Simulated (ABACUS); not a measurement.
# CdSe (Cadmoselite) (P6_3mc) in ABACUS: band structure with r2SCAN

Aim: the band structure of CdSe (Cadmoselite) with r2SCAN.

Everything below comes from runs of ABACUS 3.10.1. Logs are shortened: lines on timing, memory, paths and dates and some standing lists are left out, and cuts for length are marked.

**The experiment to reproduce.**

From a printed reference work, data compilation, for a bulk crystal of CdSe at 2 K: band gap 1.841 eV.

The runs below are set against these values where they give the same quantity.

## Step 1: The crystal as given

The structure is hexagonal, space group P6_3mc (No. 186). Conventional cell: a = 4.300 Å, b = 4.300 Å, c = 7.020 Å, α = 90.00°, β = 90.00°, γ = 120.00°. Cd (site symmetry 3m) has 4 Se at 2.61 to 2.70 Å as nearest neighbours. Around Se (site symmetry 3m) lie 4 Cd at 2.61 to 2.70 Å.

## Step 2: Band structure, r2SCAN

INPUT

```
INPUT_PARAMETERS
suffix              CdSe
calculation         nscf
basis_type          pw
pseudo_dir          ./
symmetry            -1
dft_functional      MGGA_X_R2SCAN+MGGA_C_R2SCAN
ecutwfc             119.0
pseudo_rcut         10
nspin               1
nbands              38
ks_solver           dav
smearing_method     fd
smearing_sigma      0.00367493
scf_thr             1e-08
scf_nmax            100
mixing_type         broyden
mixing_beta         0.7
mixing_tau          1
init_chg            file
pw_diag_thr         1e-07
out_band            1
kpar                4
```

STRU

```
ATOMIC_SPECIES
Cd 112.4140 Cd_ONCV_PBE-1.2.upf
Se 78.9710 Se_ONCV_PBE-1.2.upf

LATTICE_CONSTANT
1.8897261246

LATTICE_VECTORS
4.3000000000 0.0000000000 0.0000000000
-2.1500000000 3.7239092363 0.0000000000
0.0000000000 0.0000000000 7.0200000000

ATOMIC_POSITIONS
Direct

Cd
0.0
2
0.6666666667 0.3333333333 0.5000000000 1 1 1
0.3333333333 0.6666666667 0.0000000000 1 1 1

Se
0.0
2
0.6666666667 0.3333333333 0.8850000000 1 1 1
0.3333333333 0.6666666667 0.3850000000 1 1 1
```

KPT

```
K_POINTS
12
Line
0.00000000 0.00000000 0.00000000 10 // G
0.50000000 0.00000000 0.00000000 10 // M
0.33333333 0.33333333 0.00000000 10 // K
0.00000000 0.00000000 0.00000000 10 // G
0.00000000 0.00000000 0.50000000 10 // A
0.50000000 0.00000000 0.50000000 10 // L
0.33333333 0.33333333 0.50000000 10 // H
0.00000000 0.00000000 0.50000000 1 // A
0.50000000 0.00000000 0.50000000 10 // L
0.50000000 0.00000000 0.00000000 1 // M
0.33333333 0.33333333 0.00000000 10 // K
0.33333333 0.33333333 0.50000000 1 // H
```

Potentials or basis: SG15 ONCV 1.2 PBE, plane waves.

Command:

```
OMP_NUM_THREADS=1 mpirun -np 4 abacus > log
```

running log:

```text
ABACUS v3.10.1

               Atomic-orbital Based Ab-initio Computation at UStc

 ------------------------------------------------------------------------------------

 READING GENERAL INFORMATION
                           global_out_dir = OUT.CdSe/
                           global_in_card = INPUT
                               pseudo_dir = ./
                              orbital_dir =
                                    DSIZE = 4
                                    GSIZE = 1

 READING UNITCELL INFORMATION
                                    ntype = 2
                  lattice constant (Bohr) = 1.88973
              lattice constant (Angstrom) = 1

 READING ATOM TYPE 1
                               atom label = Cd
                      L=0, number of zeta = 1
                      L=1, number of zeta = 1
                      L=2, number of zeta = 1
             number of atom for this type = 2

 READING ATOM TYPE 2
                               atom label = Se
                      L=0, number of zeta = 1
                      L=1, number of zeta = 1
                      L=2, number of zeta = 1
             number of atom for this type = 2

                        TOTAL ATOM NUMBER = 4
DIRECT COORDINATES
    atom                   x                   y                   z     mag                  vx                  vy                  vz
taud_Cd1            0.6666666667        0.3333333333        0.5000000000  0.0000        0.0000000000        0.0000000000        0.0000000000
taud_Cd2            0.3333333333        0.6666666667        0.0000000000  0.0000        0.0000000000        0.0000000000        0.0000000000
taud_Se1            0.6666666667        0.3333333333        0.8850000000  0.0000        0.0000000000        0.0000000000        0.0000000000
taud_Se2            0.3333333333        0.6666666667        0.3850000000  0.0000        0.0000000000        0.0000000000        0.0000000000

                          Volume (Bohr^3) = 758.58
                             Volume (A^3) = 112.41

 Lattice vectors: (Cartesian coordinate: in unit of a_0)
                 +4.3                  +0                  +0
                -2.15            +3.72391                  +0
                   +0                  +0               +7.02
 Reciprocal vectors: (Cartesian coordinate: in unit of 2 pi/a_0)
            +0.232558           +0.134268                  -0
                   -0           +0.268535                  -0
                   +0                  -0            +0.14245
 The esolver type has been set to : ksdft_pw

                PAO radial cut off (Bohr) = 10

 Read in pseudopotential file is Cd_ONCV_PBE-1.2.upf
                     pseudopotential type = NC
          exchange-correlation functional = PBE
                 nonlocal core correction = 0
                        valence electrons = 20
                                     lmax = 2
                           number of zeta = 0
                     number of projectors = 6
                           L of projector = 0
                           L of projector = 0
                           L of projector = 1
                           L of projector = 1
                           L of projector = 2
                           L of projector = 2
 XC functional updated to : MGGA_X_R2SCAN+MGGA_C_R2SCAN
[... 62 lines left out ...]
mixing_gg0_min: 0.1
mixing_ndim: 8
----------- Double Check Mixing Parameters End ------------

 SETUP K-POINTS
                                    nspin = 1
                                   nkstot = 93
K-POINTS DIRECT COORDINATES
 KPOINTS    DIRECT_X    DIRECT_Y    DIRECT_Z  WEIGHT
       1  0.00000000  0.00000000  0.00000000  1.0000
       2  0.05000000  0.00000000  0.00000000  1.0000
       3  0.10000000  0.00000000  0.00000000  1.0000
       4  0.15000000  0.00000000  0.00000000  1.0000
       5  0.20000000  0.00000000  0.00000000  1.0000
       6  0.25000000  0.00000000  0.00000000  1.0000
[... 22 lines left out ...]
      29  0.06666667  0.06666667  0.00000000  1.0000
      30  0.03333333  0.03333333  0.00000000  1.0000
[... 63 further k points ...]

           k-point number in this process = 24
       minimum distributed K point number = 23

[... K-POINTS CARTESIAN COORDINATES: 24 rows ...]

[... K-POINTS DIRECT COORDINATES: 24 rows ...]

 SETUP PLANE WAVES FOR WAVE FUNCTIONS
     energy cutoff for wavefunc (unit:Ry) = 119
              fft grid for wave functions = [ 60, 60, 96 ]
                    number of plane waves = 19087
                         number of sticks = 595

 PARALLEL PW FOR WAVE FUNCTIONS
     PROC   COLUMNS(POT)             PW
        1            595          19087
 --------------- sum -------------------
        1            595          19087

 SETUP NONLOCAL PSEUDOPOTENTIALS IN PLANE WAVE BASIS
 Cd non-local projectors:
 projector 1 L=0
 projector 2 L=0
 projector 3 L=1
 projector 4 L=1
 projector 5 L=2
 projector 6 L=2
 Se non-local projectors:
 projector 1 L=0
 projector 2 L=0
 projector 3 L=1
 projector 4 L=1
 projector 5 L=2
 projector 6 L=2
      TOTAL NUMBER OF NONLOCAL PROJECTORS = 72

 Init Non-Local PseudoPotential table :
 Init Non-Local-Pseudopotential done.

                                     npwx = 16678

 -------------------------------------------
 NONSELF-CONSISTENT
 -------------------------------------------

                                 init_chg = file
 try to read charge from file
 Read in the charge density: OUT.CdSe//CdSe-CHARGE-DENSITY.restart
 try to read kinetic energy density from file
 Read in the kinetic energy density: OUT.CdSe//CdSe-TAU-DENSITY.restart

 PW ALGORITHM --------------- ION=   1  ELEC=   1--------------------------------

 k(1/93) Iter steps (avg)=16 threshold=1e-07
 k(2/93) Iter steps (avg)=16 threshold=1e-07
 k(3/93) Iter steps (avg)=17 threshold=1e-07
 k(4/93) Iter steps (avg)=16 threshold=1e-07
 k(5/93) Iter steps (avg)=17 threshold=1e-07
 k(6/93) Iter steps (avg)=21 threshold=1e-07
 k(7/93) Iter steps (avg)=16 threshold=1e-07
[... 17 lines left out ...]
 k(19/93) Iter steps (avg)=16 threshold=1e-07
 k(20/93) Iter steps (avg)=15 threshold=1e-07
 k(21/93) Iter steps (avg)=15 threshold=1e-07
 k(22/93) Iter steps (avg)=17 threshold=1e-07
 k(23/93) Iter steps (avg)=20 threshold=1e-07
 k(24/93) Iter steps (avg)=21 threshold=1e-07
[... levels at 24 k points of this process ...]

 Density error is 0.00000000000
                          Error Threshold = 1.00000000000e-07
----------------------------------------------------------
     Energy           Rydberg                 eV
----------------------------------------------------------
 E_KohnSham     -659.6895220823      -8975.5364112164
 E_KS(sigma->0) -659.6895218560      -8975.5364081377
 E_Harris       -659.6895220823      -8975.5364112164
 E_band         -78.4160554416       -1066.9051686893
 E_one_elec     -438.7443790376      -5969.4235203825
 E_Hartree      223.9987247452       3047.6590012679
 E_xc           -63.9280002075       -869.7850645676
 E_Ewald        -381.0158671298      -5183.9868213768
 E_entropy(-TS) -0.0000004526        -0.0000061573
 E_descf        0.0000000000         0.0000000000
 E_exx          0.0000000000         0.0000000000
 E_Fermi        0.5507909390         7.4938951768
----------------------------------------------------------

 charge density convergence is achieved
 final etot is -8975.5364112 eV
 EFERMI = 7.4938951768 eV

 STATE ENERGY(eV) AND OCCUPATIONS    NSPIN == 1
 1/24 kpoint (Cartesian) = 0.0000 0.0000 0.0000 (16613 pws)
       1       -97.7344      0.0215054
       2       -97.7344      0.0215054
       3       -57.7034      0.0215054
       4       -57.7034      0.0215054
       5       -57.7033      0.0215054
       6       -57.7033      0.0215054
[... 230 lines left out ...]
      37        17.8105        0.00000
      38        19.5188        0.00000

[... levels at 18 further k points ...]

 --------------------------------------------
 !FINAL_ETOT_IS -8975.536411216357 eV
 --------------------------------------------

 Output bands in file: OUT.CdSe/BANDS_1.dat
```

Wall time 13 min (4 MPI ranks of Intel Xeon Platinum 8175M at 2.50GHz (Skylake/Cascade Lake), shared host); peak memory 2 GiB.

Results:

```yaml
Band_gap_along_the_path: 1.00 eV, direct
```

Levels at the corners of the path, in eV from the Fermi level:
```
point  band 23  band 24  band 25  band 26  band 27  band 28  band 29  band 30
    Γ    -1.25    -0.54    -0.52    -0.52     0.47     1.90     5.85     5.85
    M    -3.14    -2.42    -1.79    -1.37     3.03     3.05     4.57     6.05
    K    -3.67    -2.35    -2.35    -2.35     4.10     4.63     4.63     6.85
    Γ    -1.25    -0.54    -0.52    -0.52     0.47     1.90     5.85     5.85
    A    -0.90    -0.90    -0.90    -0.90     2.12     2.12     5.70     5.70
    L    -1.93    -1.93    -1.84    -1.84     2.75     2.75     4.62     4.62
    H    -3.07    -3.07    -1.61    -1.61     3.63     3.63     5.67     5.67
    A    -0.90    -0.90    -0.90    -0.90     2.12     2.12     5.70     5.70
    L    -1.93    -1.93    -1.84    -1.84     2.75     2.75     4.62     4.62
    M    -3.14    -2.42    -1.79    -1.37     3.03     3.05     4.57     6.05
    K    -3.67    -2.35    -2.35    -2.35     4.10     4.63     4.63     6.85
    H    -3.07    -3.07    -1.61    -1.61     3.63     3.63     5.67     5.67
```

Caveat: the density is read from an earlier self-consistent run, whose mesh may be coarse.

## Step 3: Against experiment

Step 2. Against the measured gap of CdSe, 1.841 eV (2 K; a printed reference work, data compilation), the calculated 1.00 eV is off by -0.84 eV. Spin-orbit coupling on Cd, Se is left out. The value is that of r2SCAN, without temperature or zero-point motion.
